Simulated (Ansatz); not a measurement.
# MoSi2N4 bilayer (AA') in a perpendicular field, part 2 of 3

Wanted: the out-of-plane response of the MoSi2N4 bilayer (AA'). A positive field points along +c.

Ansatz 0.2.0; plane-wave DFT, LDA, Ansatz PAW (set soft_1); PAW set soft_1.

So far. Step 2 (Relaxing the slab): The lattice constant a goes from 2.920 to 2.866 Å.

## 3. Single point, field 0

A sawtooth potential applies the field, turning back in the middle of the vacuum. With the dipole correction the typed value is the field outside the slab. The induced dipole is small, so the SCF threshold is tight.

The cell differs from the one that the last finished run ended in (c 64.824 → 34.832 Å).

File input.yaml:

```yaml
crystal:
  lattice:
    - [2.8664988718, 0.0, 0.0]
    - [-1.4332494359, 2.4824608429, 0.0]
    - [0.0, 0.0, 34.831976921]
  atoms:
    - { symbol: "N", position: [0.0, 0.0, 0.2583832672] }
    - { symbol: Si, position: [0.3333333333, 0.6666666667, 0.2730061757] }
    - { symbol: "N", position: [0.3333333333, 0.6666666667, 0.3229817289] }
    - { symbol: Mo, position: [0.0, 0.0, 0.3585530235] }
    - { symbol: "N", position: [0.3333333333, 0.6666666667, 0.394129253] }
    - { symbol: Si, position: [0.3333333333, 0.6666666667, 0.4441024148] }
    - { symbol: "N", position: [0.0, 0.0, 0.4586419202] }
    - { symbol: "N", position: [0.3333333333, 0.6666666667, 0.5413580798] }
    - { symbol: Si, position: [0.0, 0.0, 0.5558975852] }
    - { symbol: "N", position: [0.0, 0.0, 0.605870747] }
    - { symbol: Mo, position: [0.3333333333, 0.6666666667, 0.6414469765] }
    - { symbol: "N", position: [0.0, 0.0, 0.6770182711] }
    - { symbol: Si, position: [0.0, 0.0, 0.7269938243] }
    - { symbol: "N", position: [0.3333333333, 0.6666666667, 0.7416167328] }
kpoints:
  mp_grid: { grid: [18, 18, 1] }
  band_path:
    path: [[0, 0, 0], [0.5, 0, 0], [0.33333333, 0.33333333, 0], [0, 0, 0]]
    npoints: 16
hamiltonian:
  xc: lda
  pseudopotentials: { kind: paw, azcp: { folder: soft_1 }, xc_functional: pbe }
scf:
  occupations: { method: fermi_dirac, width: 0.02585 }
  convergence: { dr2_threshold: 1.0e-10 }
efield:
  axis: 3
  dipole_correction: true
  ramp_position: 0.97
  ramp_width: 0.06
  amplitude: 0
output:
  dos: { projected: true, e_range: [-6, 5] }
  bader: true
  write_potential: true
  write_density: true
  volumetric_format: npy
  elf: true
```

Run with:

```sh
$ ansatz run input.yaml --threads 4 --pin off --max-ram 6144MiB --backend cpu --events-out ev --progress --plain --runs-dir out
```

Numbers of over 12 decimals in the logs are rounded to 6 here.

What it wrote:

```text
[...]
Crystal: 14 atoms, lattice volume = 247.863 Å³
Basis set: ecut = 420 eV, 4845 PW (Γ)
Bands: 56, of which v1, the nominal top of the filled ones, is band 42 counted from 1 (41 counted from 0)
Symmetry: 6 space group operations
k-points: 37 of 324 (time reversal used)
[...]
SCF iter   1: F=—  HF=-15146.058473 eV  |F-HF|=—  |Δ(HF+E_count)|=         —  Δρ=1.55e-1  dr2=6.87e1  ethr=3.10e-3  p=0.000 e·Å  D=6.28e-14 V/Å  ΔV_dip=-0.00 eV  dr2_dipole=2.99e-8  V_vac-E_F(+/−)=6.40/6.40 eV  ⟨swp⟩=9.8  Hψ=12454  notcnv=0  defer=26
efield: sawtooth ramp at fractional position 0.9700 (set: `efield.ramp_position`, or a place that a band, a saddle search or an elastic batch's reference lends), width 0.0600; the density the first Hamiltonian is built on has a dipole p = 0.000 e·Å; the dipole correction subtracts the counter field D = 6.28e-14 V/Å, which shifts the + side's vacuum level by -0.00 eV against the − side's; the planar-averaged density in the ramp window peaks in size at 2.2e-6 e/Å³
[...]
SCF iter   2: F=—  HF=-15129.130811 eV  |F-HF|=—  |Δ(HF+E_count)|=    1.69e1  Δρ=6.72e-2  dr2=1.32e1  ethr=3.10e-3  p=0.000 e·Å  D=7.22e-5 V/Å  ΔV_dip=-0.00 eV  dr2_dipole=2.47e-7  V_vac-E_F(+/−)=7.51/7.52 eV  ⟨swp⟩=4.2  Hψ=5780  notcnv=0  defer=272
[...]
SCF iter  15: F=-15126.739154 eV  HF=-15126.739154 eV  |F-HF|=7.28e-12  |Δ(HF+E_count)|=  1.60e-10  Δρ=1.57e-7  dr2=9.67e-11  ethr=1.00e-12  p=-0.000 e·Å  D=-4.06e-7 V/Å  ΔV_dip=0.00 eV  dr2_dipole=1.53e-11  V_vac-E_F(+/−)=4.68/4.68 eV  ⟨swp⟩=16.6  Hψ=11854  notcnv=0
SCF 1 converged in 15 iterations: F = -15126.739154 eV  dr2 = 9.67e-11
[...]
NSCF: frozen V_eff on 49 k-points
efield: sawtooth ramp at fractional position 0.9700 (kept from the solve that this one continues, or follows in the run), width 0.0600; the density the first Hamiltonian is built on has a dipole p = -0.000 e·Å; the dipole correction subtracts the counter field D = -4.06e-7 V/Å, which shifts the + side's vacuum level by +0.00 eV against the − side's; the planar-averaged density in the ramp window peaks in size at 2.0e-6 e/Å³
[...]
SCF converged after 15 iterations
Free energy (F): -15126.739154 eV
[...]
Internal energy: -15126.739154 eV  (E = F + TS)
E sigma→0 (E₀):  -15126.739154 eV
Fermi energy:    5.350303 eV
Dipole field:    D = 0.000004 V/Å  (p = 0.000006 e·Å, saw-weighted, corrected)
Work function:   Φ+ = 4.6839 eV   Φ− = 4.6841 eV
Levels:          The Fermi level and band energies are counted from a zero that moves with the ramp; work functions are not
[...]
--- Band table (eV; the first three rows and the last of 37) ---
  k-point 0: bands = [... 38 lower, 1.8757, 2.3206, 4.2807, 4.3738, 7.3256, 7.3256, 7.3261, 7.3261, ... 10 higher]
  k-point 1: bands = [... 38 lower, 2.0722, 2.3800, 4.2500, 4.3250, 7.2234, 7.2528, 7.3123, 7.3127, ... 10 higher]
  k-point 2: bands = [... 38 lower, 2.1818, 2.4140, 4.1037, 4.1394, 7.0805, 7.1530, 7.2775, 7.2775, ... 10 higher]
  k-point 36: bands = [... 38 lower, 2.9258, 2.9258, 3.8825, 3.8892, 6.3454, 6.3454, 7.5373, 7.6435, ... 10 higher]
--- Bader charges: 14 sites ---
  site symbol  charge [e]  shift [e]
     0      N     -2.2897     0.0099
     1     Si      3.0623     0.0131
     2      N     -1.6092     0.0008
     3     Mo      1.6730     0.0046
     4      N     -1.6094     0.0008
     5     Si      3.0645     0.0131
     6      N     -2.2916     0.0099
     7      N     -2.2916     0.0099
     8     Si      3.0646     0.0131
     9      N     -1.6094     0.0008
    10     Mo      1.6731     0.0046
    11      N     -1.6092     0.0008
    12     Si      3.0624     0.0131
    13      N     -2.2897     0.0100
  estimated error of the sums over rays = 5.6e-4 e
```

The job ended after 1.8 min (4 threads of Arm Neoverse N1, shared host; peak memory 0.94 GiB).

This step gave:

```
dipole along the normal            : 5.92e-6 e·Å
gap along the path                 : 1.972 eV
smallest direct gap along the path : 2.456 eV
ionisation energy, upper face      : 5.660 eV
electron affinity, upper face      : 3.689 eV
gap, the smaller of path and mesh  : 1.972 eV
```

Running mean over a fixed 2.8 Å (it still follows the layers) of the planar mean; the ramp of the sawtooth is left out. Electron's electrostatic potential energy less the Fermi level against z:

| z (Å) | electron's electrostatic potential energy less the Fermi level (eV) |
| --- | --- |
| 4 | 4.68 |
| 5 | 4.68 |
| 6 | 4.66 |
| 7 | 4.11 |
| 8 | -2.37 |
| 9 | -8.01 |
| 10 | -10.1 |
| 11 | -9.52 |
| 12 | -13.3 |
| 13 | -13.3 |
| 14 | -9.47 |
| 15 | -10.1 |
| 16 | -7.98 |
| 17 | -3.13 |
| 18 | -4.04 |
| 19 | -8.32 |
| 20 | -10.1 |
| 21 | -10.0 |
| 22 | -13.7 |
| 23 | -12.8 |
| 24 | -9.14 |
| 25 | -9.83 |
| 26 | -7.52 |
| 27 | -0.917 |
| 28 | 4.37 |
| 29 | 4.67 |
| 30 | 4.68 |
| 31 | 4.68 |

The density of states has structure finer than the step of the table below, so its rows give means over 0.25 eV, whole bins alone (the curve runs from -6 to 2.99 eV). Peaks (eV: height): -3.490: 12.4, -3.220: 17.0, 1.660: 23.7, 1.910: 14.2, 2.110: 12.3, 2.330: 16.6, 2.550: 13.4.

The density of states by energy, zero at the Fermi level of the run, which the smearing sets inside the gap; means over each step:

| energy (eV) | density of states (states/eV a cell) |
| --- | --- |
| -5.75 | 5.98 |
| -5.50 | 4.83 |
| -5.25 | 5.26 |
| -5.00 | 5.38 |
| -4.75 | 7.54 |
| -4.50 | 8.44 |
| -4.25 | 6.76 |
| -4.00 | 7.66 |
| -3.75 | 6.85 |
| -3.50 | 9.45 |
| -3.25 | 10.9 |
| -3.00 | 5.39 |
| -2.75 | 1.66 |
| -2.50 | 1.15 |
| -2.25 | 3.74 |
| -2.00 | 6.92 |
| -1.75 | 2.87 |
| -1.50 | 1.38 |
| -1.25 | 0.764 |
| -1.00 | 0.329 |
| -0.75 | 0 |
| -0.50 | 0 |
| -0.25 | 0 |
| 0.00 | 0 |
| 0.25 | 0 |
| 0.50 | 0 |
| 0.75 | 0 |
| 1.00 | 0.238 |
| 1.25 | 0.836 |
| 1.50 | 3.96 |
| 1.75 | 11.6 |
| 2.00 | 7.59 |
| 2.25 | 11.2 |
| 2.50 | 11.5 |
| 2.75 | 2.27 |

Projected DOS per atom over height of the atomic layer and energy from the Fermi level. Layers: N Si N Mo N Si N N Si N Mo N Si N from below.

Values in states/eV, 22 rows by 14 columns, each cell a mean:
```
0.05 0.10 0.14 0.81 0.14 0.10 0.05 0.05 0.10 0.14 0.81 0.14 0.10 0.05
0.32 0.58 0.41 2.78 0.42 0.58 0.33 0.33 0.58 0.42 2.78 0.41 0.58 0.32
0.11 0.24 0.45 1.69 0.44 0.23 0.11 0.11 0.23 0.44 1.69 0.45 0.24 0.11
0.19 0.30 0.39 1.99 0.39 0.30 0.19 0.19 0.30 0.39 1.99 0.39 0.30 0.19
0.00 0.00 0.02 0.25 0.02 0.00 0.00 0.00 0.00 0.02 0.25 0.02 0.00 0.00
0.00 0.00 0.00 0.00 0.00 0.00 0.00 0.00 0.00 0.00 0.00 0.00 0.00 0.00
0.00 0.00 0.00 0.00 0.00 0.00 0.00 0.00 0.00 0.00 0.00 0.00 0.00 0.00
0.00 0.00 0.00 0.00 0.00 0.00 0.00 0.00 0.00 0.00 0.00 0.00 0.00 0.00
0.00 0.00 0.00 0.00 0.00 0.00 0.00 0.00 0.00 0.00 0.00 0.00 0.00 0.00
0.00 0.00 0.01 0.05 0.01 0.00 0.00 0.00 0.00 0.01 0.05 0.01 0.00 0.00
0.01 0.01 0.04 0.27 0.04 0.01 0.01 0.01 0.01 0.04 0.27 0.04 0.01 0.01
0.03 0.01 0.12 1.05 0.12 0.01 0.03 0.03 0.01 0.12 1.05 0.12 0.01 0.03
0.07 0.03 0.22 2.32 0.22 0.03 0.08 0.08 0.03 0.22 2.32 0.22 0.03 0.07
0.14 0.00 0.12 0.01 0.12 0.00 0.14 0.14 0.00 0.12 0.01 0.12 0.00 0.14
0.35 0.01 0.55 0.12 0.57 0.01 0.47 0.47 0.01 0.57 0.12 0.55 0.01 0.35
1.13 0.04 1.22 0.41 1.15 0.04 1.04 1.04 0.04 1.15 0.41 1.22 0.04 1.13
0.67 0.03 0.86 0.59 0.95 0.04 0.61 0.61 0.04 0.95 0.59 0.86 0.03 0.67
0.73 0.06 0.87 0.62 0.72 0.03 0.45 0.45 0.03 0.72 0.62 0.87 0.06 0.73
0.59 0.07 0.85 0.69 0.91 0.08 0.72 0.72 0.08 0.91 0.69 0.85 0.07 0.59
0.51 0.07 0.54 0.49 0.58 0.07 0.60 0.60 0.07 0.58 0.49 0.54 0.07 0.51
0.55 0.10 0.33 0.50 0.34 0.09 0.53 0.53 0.09 0.34 0.50 0.33 0.10 0.55
0.66 0.18 0.50 0.64 0.50 0.17 0.64 0.64 0.17 0.50 0.64 0.50 0.18 0.66
```
Columns: height of the atomic layer (Å) from 9 to 25.8 (not evenly spaced); rows upwards: energy from the Fermi level (eV) from -5.96 to 2.95.

Electronic bands along the path, in eV, zero at the Fermi level of the run, which the smearing sets inside the gap:

| point | band 39 | band 40 | band 41 | band 42 | band 43 | band 44 | band 45 | band 46 |
| --- | --- | --- | --- | --- | --- | --- | --- | --- |
| Γ | -3.47 | -3.03 | -1.07 | -0.98 | 1.98 | 1.98 | 1.98 | 1.98 |
| halfway | -3.46 | -3.20 | -2.03 | -2.02 | 1.68 | 1.77 | 1.88 | 1.88 |
| M | -2.89 | -2.88 | -2.04 | -2.01 | 1.42 | 1.46 | 1.78 | 1.84 |
| halfway | -2.93 | -2.78 | -1.83 | -1.81 | 1.67 | 1.67 | 2.42 | 2.45 |
| K | -2.42 | -2.42 | -1.47 | -1.46 | 1.00 | 1.00 | 2.19 | 2.29 |
| halfway | -3.43 | -3.29 | -2.20 | -2.18 | 1.60 | 1.61 | 2.23 | 2.25 |
| Γ | -3.47 | -3.03 | -1.07 | -0.98 | 1.98 | 1.98 | 1.98 | 1.98 |

Electrostatic potential energy in the ca plane at fractional y = 0.667, with atoms of Si and N and Mo within 0.2 Å of it. With pseudopotentials it is smooth inside the atoms' cores, unlike the true potential.

Ten even steps from '0' (-39 eV) to '9' (10 eV), each cell a mean:
```
99999999999999888899986435789988888999998765
99999999999999888899986435789998888999998765
99999999999998766789887656888887668999998777
99999999999997421376447777634762125899997336
99999999999986234153004887200442523799993004
99999999999986245152004887200442623799993003
99999999999997411376336877523762115899996326
99999999999998755788887667888886567899998777
```
Columns run along c (16.0 Å, from fractional 0.11 to 0.57 of the cell; values clipped at the 3rd and 97th percentile), rows up along a (2.9 Å). Atoms in or near the plane, at fractional coordinates: Si at (0.27, 0.33), N at (0.32, 0.33), N at (0.39, 0.33), Si at (0.44, 0.33), N at (0.54, 0.33).

ELF in the ca plane at fractional y = 0.667, with atoms of Si and N and Mo within 0.2 Å of it. It is the smooth field of the valence electrons, not physical close to the nuclei.

Ten even steps from '0' (0.00) to '9' (0.84), each cell a mean:
```
00000000000000000136788731122135312211378875
00000000000000000136788731121135312211378875
00000000000000000024688633466423246643378863
00000000000000000012465337888831388887335641
00000000000000000001222349944851584599432221
00000000000000000001222359943851583499432221
00000000000000000002455337988841388897335541
00000000000000000024688633577422247753378863
```
Columns run along c (16.0 Å, from fractional 0.04 to 0.50 of the cell), rows up along a (2.9 Å). Atoms in or near the plane, at fractional coordinates: Si at (0.27, 0.33), N at (0.32, 0.33), N at (0.39, 0.33), Si at (0.44, 0.33).

Valence density in the ca plane at fractional y = 0.667, with atoms of Si and N and Mo within 0.2 Å of it. It is the smooth field of the valence electrons, not physical close to the nuclei.

Ten even steps from '0' (0.0 e/Å³) to '9' (3.4 e/Å³), each cell a mean:
```
00000000000001111000001232100000121000000010
00000000000001111000001232100000121000000010
00000000000000111000111121111000111000001121
00000000000000110113552111354210111000002552
00000000000000000126994112699420000000015995
00000000000000000136994112699520000000015995
00000000000000110113552111365210011000003663
00000000000000111001111111111000111000001221
```
Columns run along c (16.0 Å, from fractional 0.11 to 0.57 of the cell), rows up along a (2.9 Å). Atoms in or near the plane, at fractional coordinates: Si at (0.27, 0.33), N at (0.32, 0.33), N at (0.39, 0.33), Si at (0.44, 0.33), N at (0.54, 0.33).

The gap is 1.97 eV, with the valence edge 5.66 eV and the conduction edge 3.69 eV under the upper vacuum level.

## 4. Single point, field 0.05 V/Å

Edit input.yaml of step 3 so:

```diff
@@ -36,6 +36,4 @@
   ramp_width: 0.06
-  amplitude: 0
+  amplitude: 0.05
 output:
-  dos: { projected: true, e_range: [-6, 5] }
-  bader: true
   write_potential: true
@@ -43,2 +41 @@
   volumetric_format: npy
-  elf: true
```

What it wrote:

```text
[...]
Crystal: 14 atoms, lattice volume = 247.863 Å³
Basis set: ecut = 420 eV, 4845 PW (Γ)
Bands: 56, of which v1, the nominal top of the filled ones, is band 42 counted from 1 (41 counted from 0)
Symmetry: 6 space group operations
k-points: 37 of 324 (time reversal used)
[...]
k-point 0: bands = [... 38 lower, 1.9272, 2.3250, 4.2576, 4.3968, 7.2737, 7.2737, 7.3779, 7.3779, ... 10 higher]
  k-point 1: bands = [... 38 lower, 2.0688, 2.3867, 4.2235, 4.3515, 7.1836, 7.2603, 7.2923, 7.3646, ... 10 higher]
  k-point 2: bands = [... 38 lower, 2.1733, 2.4236, 4.0666, 4.1765, 7.0529, 7.1797, 7.2253, 7.3296, ... 10 higher]
  k-point 36: bands = [... 38 lower, 2.8725, 2.9801, 3.8335, 3.9380, 6.2932, 6.3975, 7.5160, 7.6644, ... 10 higher]
[key lines of the parts left out:]
SCF converged after 16 iterations
Free energy (F): -15126.739920 eV
Fermi energy:    5.344895 eV
Dipole field:    D = 0.022346 V/Å  (p = 0.030610 e·Å, saw-weighted, corrected)
```

Wall time 64 s (4 threads); peak memory 0.88 GiB.

The dipole is 0.0306 e·Å, and the gap 1.896 eV.

## 5. Atoms held, field -0.05 V/Å

Edit input.yaml of step 4 so:

```diff
@@ -36,3 +36,3 @@
   ramp_width: 0.06
-  amplitude: 0.05
+  amplitude: -0.05
 output:
```

What it wrote:

```text
[...]
Crystal: 14 atoms, lattice volume = 247.863 Å³
Basis set: ecut = 420 eV, 4845 PW (Γ)
Bands: 56, of which v1, the nominal top of the filled ones, is band 42 counted from 1 (41 counted from 0)
Symmetry: 6 space group operations
k-points: 37 of 324 (time reversal used)
[...]
k-point 0: bands = [... 38 lower, 1.9272, 2.3250, 4.2576, 4.3968, 7.2736, 7.2736, 7.3779, 7.3779, ... 10 higher]
  k-point 1: bands = [... 38 lower, 2.0688, 2.3867, 4.2235, 4.3515, 7.1836, 7.2603, 7.2923, 7.3646, ... 10 higher]
  k-point 2: bands = [... 38 lower, 2.1733, 2.4236, 4.0666, 4.1765, 7.0529, 7.1797, 7.2253, 7.3296, ... 10 higher]
  k-point 36: bands = [... 38 lower, 2.8725, 2.9800, 3.8335, 3.9380, 6.2932, 6.3975, 7.5160, 7.6644, ... 10 higher]
[key lines of the parts left out:]
SCF converged after 16 iterations
Free energy (F): -15126.739920 eV
Fermi energy:    5.344894 eV
Dipole field:    D = -0.022346 V/Å  (p = -0.030609 e·Å, saw-weighted, corrected)
```

It took 64 s on 4 threads; peak memory 0.88 GiB.

The dipole is -0.0306 e·Å, and the gap 1.896 eV.

## 6. Atoms held, field 0.1 V/Å

Edit input.yaml of step 5 so:

```diff
@@ -34,5 +34,5 @@
   dipole_correction: true
-  ramp_position: 0.97
-  ramp_width: 0.06
-  amplitude: -0.05
+  ramp_position: 0.9544
+  ramp_width: 0.0913
+  amplitude: 0.1
 output:
```

What it wrote:

```text
[...]
Crystal: 14 atoms, lattice volume = 247.863 Å³
Basis set: ecut = 420 eV, 4845 PW (Γ)
Bands: 56, of which v1, the nominal top of the filled ones, is band 42 counted from 1 (41 counted from 0)
Symmetry: 6 space group operations
k-points: 37 of 324 (time reversal used)
[...]
k-point 0: bands = [... 38 lower, 1.9792, 2.3379, 4.2135, 4.4406, 7.2212, 7.2212, 7.4297, 7.4297, ... 10 higher]
  k-point 1: bands = [... 38 lower, 2.0609, 2.4057, 4.1770, 4.3976, 7.1316, 7.2078, 7.3423, 7.4164, ... 10 higher]
  k-point 2: bands = [... 38 lower, 2.1513, 2.4489, 4.0159, 4.2269, 7.0049, 7.1729, 7.2241, 7.3753, ... 10 higher]
  k-point 36: bands = [... 38 lower, 2.8199, 3.0350, 3.7812, 3.9899, 6.2408, 6.4493, 7.4732, 7.7062, ... 10 higher]
[key lines of the parts left out:]
SCF converged after 16 iterations
Free energy (F): -15126.742215 eV
Fermi energy:    5.341366 eV
Dipole field:    D = 0.044691 V/Å  (p = 0.061217 e·Å, saw-weighted, corrected)
```

It took 65 s on 4 threads; peak memory 0.87 GiB.

The dipole is 0.0612 e·Å, and the gap 1.800 eV.

## 7. Atoms held, field 0.2 V/Å

Edit input.yaml of step 6 so:

```diff
@@ -36,3 +36,3 @@
   ramp_width: 0.0913
-  amplitude: 0.1
+  amplitude: 0.2
 output:
```

What it wrote:

```text
[...]
Crystal: 14 atoms, lattice volume = 247.863 Å³
Basis set: ecut = 420 eV, 4845 PW (Γ)
Bands: 56, of which v1, the nominal top of the filled ones, is band 42 counted from 1 (41 counted from 0)
Symmetry: 6 space group operations
k-points: 37 of 324 (time reversal used)
[...]
k-point 0: bands = [... 38 lower, 2.0830, 2.3850, 4.1145, 4.5390, 7.1159, 7.1159, 7.3679, 7.3679, ... 10 higher]
  k-point 1: bands = [... 38 lower, 2.0577, 2.4688, 4.0763, 4.4977, 7.0253, 7.1027, 7.3144, 7.4482, ... 10 higher]
  k-point 2: bands = [... 38 lower, 2.0923, 2.5248, 3.9124, 4.3296, 6.9002, 7.0678, 7.2523, 7.3443, ... 10 higher]
  k-point 36: bands = [... 38 lower, 2.7173, 3.1473, 3.6762, 4.0933, 6.1358, 6.5528, 7.3738, 7.8019, ... 10 higher]
[key lines of the parts left out:]
SCF converged after 17 iterations
Free energy (F): -15126.751398 eV
Fermi energy:    5.338560 eV
Dipole field:    D = 0.089389 V/Å  (p = 0.122443 e·Å, saw-weighted, corrected)
```

Wall time 67 s (4 threads); peak memory 0.88 GiB; 4.4 min of CPU time.

The dipole is 0.122 e·Å, and the gap 1.597 eV.

## 8. Single point, field 0.3 V/Å

Edit input.yaml of step 7 so:

```diff
@@ -34,6 +34,8 @@
   dipole_correction: true
-  ramp_position: 0.9544
-  ramp_width: 0.0913
-  amplitude: 0.2
+  ramp_position: 0.9523
+  ramp_width: 0.0954
+  amplitude: 0.3
 output:
+  dos: { projected: true, e_range: [-6, 5] }
+  bader: true
   write_potential: true
@@ -41 +43,2 @@
   volumetric_format: npy
+  elf: true
```

What it wrote:

```text
[...]
Crystal: 14 atoms, lattice volume = 247.863 Å³
Basis set: ecut = 420 eV, 4845 PW (Γ)
Bands: 56, of which v1, the nominal top of the filled ones, is band 42 counted from 1 (41 counted from 0)
Symmetry: 6 space group operations
k-points: 37 of 324 (time reversal used)
[...]
2      N     -1.6131     0.0009
     3     Mo      1.6730     0.0046
     4      N     -1.6055     0.0008
     5     Si      3.0649     0.0131
     6      N     -2.2884     0.0099
     7      N     -2.2948     0.0099
     8     Si      3.0641     0.0131
     9      N     -1.6133     0.0009
    10     Mo      1.6731     0.0046
    11      N     -1.6053     0.0008
    12     Si      3.0629     0.0131
    13      N     -2.2839     0.0100
  estimated error of the sums over rays = 5.9e-4 e
[key lines of the parts left out:]
SCF converged after 16 iterations
Free energy (F): -15126.766705 eV
Fermi energy:    5.337008 eV
Dipole field:    D = 0.134098 V/Å  (p = 0.183684 e·Å, saw-weighted, corrected)
```

Run time: 1.8 min. Hardware: 4 threads; peak memory 0.93 GiB; 7.2 min of CPU time.

The dipole is 0.184 e·Å, and the gap 1.390 eV.

[end of part 2 of 3]

[Logs are printed without paths, hosts, clocks, repeated set-up lines and the standing remarks that a program may print on its own settings, such as how far it seeks lower states.]

[Hosts, paths, dates, database ids (printed as entryN), source tags and the programs' standing remarks are cut or masked in the printed files.]

[Maps of the electrostatic potential energy from Ansatz leave out the sawtooth potential of an applied field or a dipole correction, so their vacuum need not be flat; planar profiles and work functions include it.]

[The density of states shown here was stored with 400 of the rows of the run's finer table, so its peaks can read low, often by over a quarter, or be missed, and its means over a window can be off by a tenth or more.]
